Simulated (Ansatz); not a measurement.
# Zn24O23: the cost of one run

Computed with Ansatz 0.2.0 (DFT PBE, scalar-relativistic, plane waves, PAW, unless a step's input says otherwise).

2 further runs of the same task are left out: 2 set aside as unsound or not needed. Runs told in other sessions of the task aren't counted.

## Step 1: The system as given

Symmetry: P6_3mc, No. 186, hexagonal system. Conventional cell: a = 3.279 Å, b = 3.279 Å, c = 5.293 Å, α = 90.00°, β = 90.00°, γ = 120.00°. Around Zn (site symmetry 3m) lie 4 O at 2.00 to 2.01 Å. O (site symmetry 3m) has 4 Zn at 2.00 to 2.01 Å in its first shell of neighbours.

Coordinates:

```cif
data_structure
_symmetry_space_group_name_H-M 'P6_3mc'
_symmetry_Int_Tables_number 186
_cell_length_a 3.2794
_cell_length_b 3.2794
_cell_length_c 5.2932
_cell_angle_alpha 90.000
_cell_angle_beta 90.000
_cell_angle_gamma 120.000
_cell_volume 49.30
loop_
_atom_site_label
_atom_site_type_symbol
_atom_site_symmetry_multiplicity
_atom_site_Wyckoff_symbol
_atom_site_fract_x
_atom_site_fract_y
_atom_site_fract_z
_atom_site_occupancy
Zn1 Zn 2 b 0.66667 0.33333 0.50060 1
O1 O 2 b 0.66667 0.33333 0.87971 1
```

It goes back to an entry of the Materials Project.

This cell was relaxed beforehand with the same method: volume 12.32 Å³/atom, gap on the mesh 0.74 eV.

The host's static dielectric tensor, from an earlier linear-response run, has a mean of 10.90.

The perfect supercell (rows -2 -2 1; 2 0 1; 0 2 1 in vectors of this cell) was computed beforehand with the same settings: E(σ→0) = -93284.3332 eV for 48 atoms, gap 1.98 eV on its own mesh.

## Step 2: The defect cell

The atom at (0.793, 0.627, 0.460) of the supercell is taken out. The other atoms start on their ideal sites. Its neighbours are 3 Zn at 2.00 Å, 1 Zn at 2.01 Å.

## Step 3: Relaxing the defect, charge 0

input.yaml

```yaml
crystal:
  lattice:
    - [-3.2793907795, -5.6800714478, 5.2932331742]
    - [6.5587815588, -1.0e-10, 5.2932331742]
    - [-3.2793907794, 5.6800714478, 5.2932331742]
  atoms:
    - { symbol: Zn, position: [0.6668681372, 0.5002014705, 0.3335348039] }
    - { symbol: Zn, position: [0.5002014705, 0.3335348039, 0.6668681372] }
    - { symbol: Zn, position: [0.8335348039, 0.6668681372, 0.0002014705] }
    - { symbol: Zn, position: [0.5002014705, 0.8335348039, 0.1668681372] }
    - { symbol: Zn, position: [0.8335348039, 0.1668681372, 0.5002014705] }
    - { symbol: Zn, position: [0.0002014705, 0.3335348039, 0.1668681372] }
    - { symbol: Zn, position: [0.3335348039, 0.6668681372, 0.5002014705] }
    - { symbol: Zn, position: [0.6668681372, 0.0002014705, 0.8335348039] }
    - { symbol: Zn, position: [0.1668681372, 0.5002014705, 0.8335348039] }
    - { symbol: Zn, position: [0.1668681372, 0.0002014705, 0.3335348039] }
    - { symbol: Zn, position: [0.0002014705, 0.8335348039, 0.6668681372] }
    - { symbol: Zn, position: [0.3335348039, 0.1668681372, 0.0002014705] }
    - { symbol: Zn, position: [0.5002014705, 0.1668681372, 0.3335348039] }
    - { symbol: Zn, position: [0.3335348039, 0.0002014705, 0.6668681372] }
    - { symbol: Zn, position: [0.6668681372, 0.3335348039, 0.0002014705] }
    - { symbol: Zn, position: [0.3335348039, 0.5002014705, 0.1668681372] }
    - { symbol: Zn, position: [0.6668681372, 0.8335348039, 0.5002014705] }
    - { symbol: Zn, position: [0.8335348039, 0.0002014705, 0.1668681372] }
    - { symbol: Zn, position: [0.1668681372, 0.3335348039, 0.5002014705] }
    - { symbol: Zn, position: [0.5002014705, 0.6668681372, 0.8335348039] }
    - { symbol: Zn, position: [0.0002014705, 0.1668681372, 0.8335348039] }
    - { symbol: Zn, position: [0.0002014705, 0.6668681372, 0.3335348039] }
    - { symbol: Zn, position: [0.8335348039, 0.5002014705, 0.6668681372] }
    - { symbol: Zn, position: [0.1668681372, 0.8335348039, 0.0002014705] }
    - { symbol: O, position: [0.6265685295, 0.4599018628, 0.7932351961] }
    - { symbol: O, position: [0.9599018628, 0.7932351961, 0.1265685295] }
    - { symbol: O, position: [0.6265685295, 0.9599018628, 0.2932351961] }
    - { symbol: O, position: [0.9599018628, 0.2932351961, 0.6265685295] }
    - { symbol: O, position: [0.1265685295, 0.4599018628, 0.2932351961] }
    - { symbol: O, position: [0.4599018628, 0.7932351961, 0.6265685295] }
    - { symbol: O, position: [0.7932351961, 0.1265685295, 0.9599018628] }
    - { symbol: O, position: [0.2932351961, 0.6265685295, 0.9599018628] }
    - { symbol: O, position: [0.2932351961, 0.1265685295, 0.4599018628] }
    - { symbol: O, position: [0.1265685295, 0.9599018628, 0.7932351961] }
    - { symbol: O, position: [0.4599018628, 0.2932351961, 0.1265685295] }
    - { symbol: O, position: [0.6265685295, 0.2932351961, 0.4599018628] }
    - { symbol: O, position: [0.4599018628, 0.1265685295, 0.7932351961] }
    - { symbol: O, position: [0.7932351961, 0.4599018628, 0.1265685295] }
    - { symbol: O, position: [0.4599018628, 0.6265685295, 0.2932351961] }
    - { symbol: O, position: [0.7932351961, 0.9599018628, 0.6265685295] }
    - { symbol: O, position: [0.9599018628, 0.1265685295, 0.2932351961] }
    - { symbol: O, position: [0.2932351961, 0.4599018628, 0.6265685295] }
    - { symbol: O, position: [0.6265685295, 0.7932351961, 0.9599018628] }
    - { symbol: O, position: [0.1265685295, 0.2932351961, 0.9599018628] }
    - { symbol: O, position: [0.1265685295, 0.7932351961, 0.4599018628] }
    - { symbol: O, position: [0.9599018628, 0.6265685295, 0.7932351961] }
    - { symbol: O, position: [0.2932351961, 0.9599018628, 0.1265685295] }
  host:
    lattice:
      - [3.2793907794, 0.0, 0.0]
      - [-1.6396953897, 2.8400357239, 0.0]
      - [0.0, 0.0, 5.2932331742]
    atoms:
      - { symbol: Zn, position: [0.6666666667, 0.3333333333, 0.5006044116] }
      - { symbol: Zn, position: [0.3333333333, 0.6666666667, 0.0006044116] }
      - { symbol: O, position: [0.6666666667, 0.3333333333, 0.8797055884] }
      - { symbol: O, position: [0.3333333333, 0.6666666667, 0.3797055884] }
basis:
  ecutwfc: 420
  xc_grid: 2
kpoints:
  mp_grid: { grid: [2, 2, 2], shift: [0.5, 0.5, 0.5] }
hamiltonian:
  xc: pbe
scf:
  occupations: { method: gaussian, width: 0.01 }
output:
  forces: true
  stress: false
  eigenvalues: true
  charged_corrections:
    defect_position: [0.7932352, 0.62656853, 0.45990186]
    epsilon: [[10.5528, 0.0, 0.0], [0.0, 10.5528, 0.0], [0.0, 0.0, 11.5878]]
  write_density: true
  write_potential: true
  elf: true
  volumetric_format: npy
relax:
  adjacent_minimum: "off"
  f_tol: 0.025
  max_steps: 45
```

Command:

```sh
$ ansatz run input.yaml --threads 4 --pin off --max-ram 10240MiB --backend cpu --events-out ev --progress --plain --runs-dir out
```

Q: Estimate wall time and peak memory on 4 threads of Intel Xeon 6975P-C (Granite Rapids), shared host.

About 72 s, with a peak of 1.8 GiB.
